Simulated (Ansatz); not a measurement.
Runs of Ansatz 0.2.0 on Sc. The typed cell holds 1 atom: a = 3.202 Å, b = 3.216 Å, c = 3.226 Å, α = 61.44°, β = 61.31°, γ = 62.16°. This isn't the form of Sc at room conditions, which is hcp.

| level | cutoff (eV) | gap on the mesh (eV) | pressure (GPa) | relaxed volume (Å³/atom) |
| --- | --- | --- | --- | --- |
| LDA | 420 | none | 0.0 | 22.39 |
| r2SCAN | 500 | none | 0.0 | 25.12 |
| revPBE | 420 | none | 0.0 | 25.44 |
| BLYP | 420 | none | 0.0 | 24.97 |
| PBEsol | 420 | none | 0.0 | (a) |
| PBE | 420 | none | 0.0 | 24.67 |
| RPBE | 420 | none | 0.0 | (b) |

Alike in all rows: task relaxation of cell and atoms; potentials or basis Ansatz PAW; no spin polarisation; cell relaxed; k mesh 10 × 10 × 10; smearing fermi-dirac 0.05 eV.

Fill in the values left out.

(a) 23.61; (b) 25.72.

Caveats: the plane-wave basis is chosen anew once the cell has moved, so the energies of steps on either side of that aren't comparable; the PAW data sets come from PBE, with cores solved anew for the run's functional, which leaves a small shift of forces and pressure (some runs).

A gap of «none» marks a metal or a gap under the smearing width.
